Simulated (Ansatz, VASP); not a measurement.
# Ca: VASP beside Ansatz

```
Ca
1.0
     3.92621    0.00000    0.00000
    -1.96310    3.40020    0.00000
     0.00000    0.00000    6.43188
Ca
2
Direct
  0.33333 0.66667 0.25000
  0.66667 0.33333 0.75000
```

Change from the starting cell: volume scaled by 0.96.

Alike in both runs: task single point; functional PBE; k mesh 11 × 11 × 6; occupations fermi-dirac, width 0.08 eV; no spin polarisation.

```csv
,VASP,Ansatz
version,VASP 6.6.1,Ansatz 0.2.0
potentials or method,"VASP PAW PBE potentials, release 64 (Ca_sv), cutoff 520 eV","all-electron LAPW, scalar-relativistic"
```

|  | VASP | Ansatz | Ansatz less VASP |
| --- | --- | --- | --- |
| pressure (GPa) | -0.2 | -0.2 | -0.01 |
| largest component of the traceless stress (GPa) | 0.08 | 0.08 | -0.002 |

Ansatz ran all-electron here, so the differences hold the error of VASP's frozen core and of both bases.
